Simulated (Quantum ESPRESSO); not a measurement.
The system is CoO.

```
Co O
1.0
    -1.50800    1.50800    2.10725
     1.50800   -1.50800    2.10725
     1.50800    1.50800   -2.10725
Co O
1 1
Direct
  0.00000 0.00000 0.00000
  0.50000 0.50000 0.00000
```

* Program: Quantum ESPRESSO 7.5
* Task: Wannier functions
* Functional: PBEsol
* Potentials or basis: PseudoDojo 0.4.1 SR PBEsol standard
* Cutoff: 1306 eV
* Density cutoff: 5225 eV
* k mesh: 10 × 10 × 10
* Occupations: fermi-dirac, width 0.05 eV
* Spin: collinear spin, ferromagnetic start
* Starting moments: [2.0, 0.0] μB
* Iterations: 0
* Mixing beta: 0.3
* Most SCF iterations: 120
* SCF threshold: 4e-10 Ry
* k mesh for the Wannier functions: 6 × 6 × 6
* Projections: Co spd, O sp

Start: atomic projections with disentanglement, frozen window up to 3.0 eV over the reference level; the lowest 4 bands are left out; no minimisation of the spread. The reference level is the Fermi level, or the middle of the gap.

Q: With atomic projections with disentanglement, how many functions result, how localised are they, and how well do they interpolate the bands?

A: 26 functions with spreads from 0.43 to 1.74 Å², 22.8 Å² in all; they miss the direct bands by 2 meV (root mean square).

Spin up: Wannier functions:
| function | nearest atom | distance (Å) | spread (Å²) | on-site energy from the reference level (eV) |
| --- | --- | --- | --- | --- |
| 1 | 1 Co | 0.00 | 1.69 | 6.60 |
| 2 | 1 Co | 0.00 | 1.70 | 13.28 |
| 3 | 1 Co | 0.00 | 1.71 | 13.01 |
| 4 | 1 Co | 0.00 | 1.71 | 13.01 |
| 5 | 1 Co | 0.00 | 0.43 | -3.74 |
| 6 | 1 Co | 0.00 | 0.48 | -2.97 |
| 7 | 1 Co | 0.00 | 0.48 | -2.97 |
| 8 | 1 Co | 0.00 | 0.48 | -2.91 |
| 9 | 1 Co | 0.00 | 0.43 | -3.70 |
| 10 | 2 O | 0.00 | 0.50 | -17.27 |
| 11 | 2 O | 0.00 | 0.53 | -3.54 |
| 12 | 2 O | 0.00 | 0.54 | -3.54 |
| 13 | 2 O | 0.00 | 0.54 | -3.54 |
Spin down: Wannier functions:
```csv
function,nearest atom,distance (Å),spread (Å²),on-site energy from the reference level (eV)
1,1 Co,0.00,1.73,7.34
2,1 Co,0.00,1.74,13.73
3,1 Co,0.00,1.74,13.47
4,1 Co,0.00,1.74,13.47
5,1 Co,0.00,0.46,-0.45
6,1 Co,0.00,0.53,-0.77
7,1 Co,0.00,0.53,-0.77
8,1 Co,0.00,0.53,-0.77
9,1 Co,0.00,0.46,-0.40
10,2 O,0.00,0.50,-16.55
11,2 O,0.00,0.53,-2.88
12,2 O,0.00,0.54,-2.87
13,2 O,0.00,0.54,-2.87
```

Parts of the spread (Å²): spin up: invariant 6.17, diagonal 0.000, off-diagonal 5.06, total 11.23; spin down: invariant 6.32, diagonal 0.000, off-diagonal 5.25, total 11.56. Against the direct bands the interpolation misses by 2 meV (root mean square) and 11 meV at most, for states up to 1 eV over the reference level.

Caveat: a cell with one magnetic atom can't hold antiferromagnetic order, which such compounds often take; semilocal functionals often make such compounds metallic where correlation or magnetic order opens a gap, which also shifts bond lengths.
